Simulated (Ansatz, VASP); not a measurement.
## Two plane-wave programs on GaN

```
Ga N
1.0
     0.00000    2.10852    2.02417
     2.10852    0.00000    2.02417
     2.10852    2.10852    0.00000
Ga N
1 1
Cartesian
  0.0000 0.0000 0.0000
  2.1085 2.1085 2.0242
```

Change from the starting cell: uniaxial_z strain -4.0%.

Alike in both runs: task single point; functional r2SCAN; k mesh 10 × 10 × 10; no spin polarisation.

|  | VASP | Ansatz |
| --- | --- | --- |
| version | VASP 6.6.1 | Ansatz 0.2.0 |
| potentials or method | VASP PAW PBE potentials, release 64 (Ga_d, N) | plane waves, PAW |
| plane-wave cutoff (eV) | 520 | 500 |
| occupations | gaussian, width 0.01 eV | fixed |
| valence electrons in the cell | 18 | 18 |

|  | VASP | Ansatz | Ansatz less VASP |
| --- | --- | --- | --- |
| gap on the k mesh at the Fermi level (eV) | 1.16 | 1.19 | +0.028 |
| pressure (GPa) | 13.2 | 11.7 | -1.50 |
| largest component of the traceless stress (GPa) | 7.39 | 7.03 | -0.356 |

Caveats: the PAW data sets were made with another functional, which shifts forces and pressure a little (VASP). A k mesh can miss the band edges.
